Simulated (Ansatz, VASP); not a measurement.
## RbBr: VASP beside Ansatz

Contents of INCAR:

```
ALGO = Normal ; EDIFF = 1E-7
ENCUT = 520 ; GGA = PS
ISIF = 2 ; ISMEAR = 0
LASPH = True ; LCHARG = False
LREAL = False ; LWAVE = False
NBANDS = 15 ; NELM = 60
PREC = Accurate ; SIGMA = 0.05
```

KPOINTS

```
k-points
0
Gamma
  6 6 6
```

The input POSCAR:

```
RbBr
1.0
    4.0701688540      0.0000000000      0.0000000000
    0.0000000000      4.0701688540      0.0000000000
    0.0000000000      0.0000000000      4.0701688540
Rb Br
1 1
Direct
   -0.0595372219      0.0000000000      0.0000000000
    0.5636828616      0.5000000000      0.5000000000
```

Input for Ansatz:

```yaml
crystal:
  lattice:
    - [4.070168854, 0.0, 0.0]
    - [0.0, 4.070168854, 0.0]
    - [0.0, 0.0, 4.070168854]
  atoms:
    - { symbol: Rb, position: [-0.0595372219, 0.0, 0.0] }
    - { symbol: Br, position: [0.5636828616, 0.5, 0.5] }
basis:
  ecutwfc: 420
kpoints:
  mp_grid: { grid: [6, 6, 6] }
hamiltonian:
  xc: pbesol
scf:
  occupations: { method: gaussian, width: 0.05 }
output:
  forces: true
  stress: true
  eigenvalues: true
  write_density: true
  write_potential: true
  elf: true
  volumetric_format: npy
```

Change from the starting cell: mode 4 frozen in at -0.259 Å, equal normal strain along x and y +0.0000.

Alike in both runs: task single point; functional PBEsol; k mesh 6 × 6 × 6; occupations gaussian, width 0.05 eV; no spin polarisation.

|  | VASP | Ansatz |
| --- | --- | --- |
| version | VASP 6.6.1 | Ansatz 0.2.0 |
| potentials or method | VASP PAW PBE potentials, release 64 (Rb_sv, Br) | scalar-relativistic, plane waves, PAW |
| plane-wave cutoff (eV) | 520 | 420 |
| valence electrons in the cell | 16 | 16 |

VASP gave:

| Property | Result |
| --- | --- |
| gap on the k mesh at the Fermi level (eV) | 4.10 |
| least direct gap on the mesh (eV) | 4.24 |
| pressure (GPa) | 1.5 |
| largest component of the traceless stress (GPa) | 0.54 |
| rms of the force components (eV/Å) | 0.267 |

**Question.** Estimate Ansatz's values.

**Answer.** gap on the k mesh at the Fermi level (eV): 4.10; least direct gap on the mesh (eV): 4.24; pressure (GPa): 1.4; largest component of the traceless stress (GPa): 0.52; rms of the force components (eV/Å): 0.263.

Atom by atom the forces differ by 0.005 eV/Å (rms over components). With one functional, cell and mesh, what is left measures potentials, basis and numerics.

Caveats: the PAW data sets were made with another functional, which shifts forces and pressure a little (VASP). A k mesh can miss the band edges.
